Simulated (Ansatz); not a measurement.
NiO2 in Ansatz: the effect of functional

Crystal: NiO2.

```
Ni O
1.0
     2.74165    0.00000    0.00000
    -1.37082    2.37434    0.00000
     0.00000    0.00000    4.52400
Ni O
1 2
Direct
  0.00000 0.00000 0.50000
  0.33333 0.66667 0.29396
  0.66667 0.33333 0.70604
```

The cell comes from a database or a generator and needn't be the stable form of this composition.

The cell isn't the ideal one: volume scaled by 0.94.

Alike in all runs:

* Program: Ansatz 0.2.0
* Task: single point
* Potentials or basis: Ansatz PAW
* k mesh: 11 × 11 × 6
* Occupations: fermi-dirac, width 0.05 eV
* Spin: collinear spin, ferromagnetic start
* Starting moments: [1.0, 0.0, 0.0] μB

```csv
functional,cutoff,gap on the mesh (eV),pressure (GPa),largest force (eV/Å)
LDA,420 eV (not typed: the program's choice for these potentials),0.88,1.0,0.02
PBEsol,420 eV (not typed: the program's choice for these potentials),?,?,?
r2SCAN,500 eV (not typed: the program's choice for these potentials),1.47,8.0,0.47
```

Q: What does the run with functional PBEsol give?

A: gap on the mesh 0.96 eV; pressure 8.5 GPa; largest force 0.40 eV/Å.

Caveats: odd divisions of the mesh miss points on the zone boundary, where band edges often lie, so the gap on the mesh can be too wide; the PAW data sets come from PBE, with cores solved anew for the run's functional, which leaves a small shift of forces and pressure; the starting moments weren't kept; the magnetic or orbital state may not be the lowest (some runs).

A k mesh can miss the band edges.
